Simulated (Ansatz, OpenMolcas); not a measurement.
**A small benchmark: atomisation enthalpy at 298 K**

10 molecules, all hydrocarbons; the atomisation enthalpy at 298 K in kJ/mol, computed less measured. Shapes, held fixed at every level: PBE0-D4/def2-TZVP. Flexible molecules stand in one conformer, not always the lowest. Thermal terms are harmonic and unscaled (PBE0-D4/def2-TZVP); the spin-orbit lowering of the free atoms is taken from their spectra. Programs: Ansatz 0.2.0, OpenMolcas 26.06. Measured values: Active Thermochemical Tables, CRC Handbook of Chemistry and Physics.

Levels: A = HF/3-21G; B = HF/def2-TZVPP; C = r2SCAN0-D4/def2-TZVPP; D = CCSD(T)/def2-TZVPP; E = CCSD(T)/CBS estimate.

```tsv
molecule	from tabulated heats	A	B	C	D	E
C2H2 (acetylene)	1641	-540	-469	-46	-51	-8
CH3 (methyl radical)	1224	-310	-273	+7	-25	-1
CH4 (methane)	1663	-419	-388	-14	-31	0
C2H4 (ethylene)	2253	-645	-569	-30	-54	-5
C3H3 (cyclopropenyl radical)	2318	-843	-667	-7	-73	-11
C3H4 (allene)	2832	-869	-760	-33	-76	-11
C2H6 (ethane)	2826	-741	-679	-20	-58	-2
C3H6 (propene)	3438	-972	-865	-34	-81	-7
C4H8 (cyclobutane)	4584	-1309	-1176	-32	-105	-9
C4H8 (1-butene)	4612	-1298	-1163	-42	-109	-10
```

Q: Sum up the errors.

A: 
```tsv
level	kind	mean error	mean absolute error	worst case
HF/3-21G	Hartree–Fock	-794.6	794.6	C4H8 (cyclobutane)
HF/def2-TZVPP	Hartree–Fock	-700.9	700.9	C4H8 (cyclobutane)
r2SCAN0-D4/def2-TZVPP	global hybrid	-25.1	26.5	C2H2
CCSD(T)/def2-TZVPP	coupled cluster or CI	-66.3	66.3	C4H8 (1-butene)
CCSD(T)/CBS estimate	coupled cluster or CI	-6.4	6.4	C3H3
```

On this set CCSD(T)/CBS estimate has the smallest mean absolute error and HF/3-21G the largest. HF/3-21G is too low in 10 of 10; HF/def2-TZVPP is too low in 10 of 10; r2SCAN0-D4/def2-TZVPP is too low in 9 of 10; CCSD(T)/def2-TZVPP is too low in 10 of 10; CCSD(T)/CBS estimate is too low in 9 of 10. Heats of the atoms come from ATcT where it has them. The levels differ in basis as well as in method. For HF/3-21G and HF/def2-TZVPP and CCSD(T)/def2-TZVPP the error tends to grow with the atomisation enthalpy. Hartree–Fock lacks correlation and underbinds. Correlated wave functions converge slowly with the basis. Open shells run unrestricted. The CBS estimate extrapolates MP2 from def2-TZVPP and def2-QZVPP and adds CCSD(T) − MP2 in the triple-zeta set, cores frozen. The set is small.
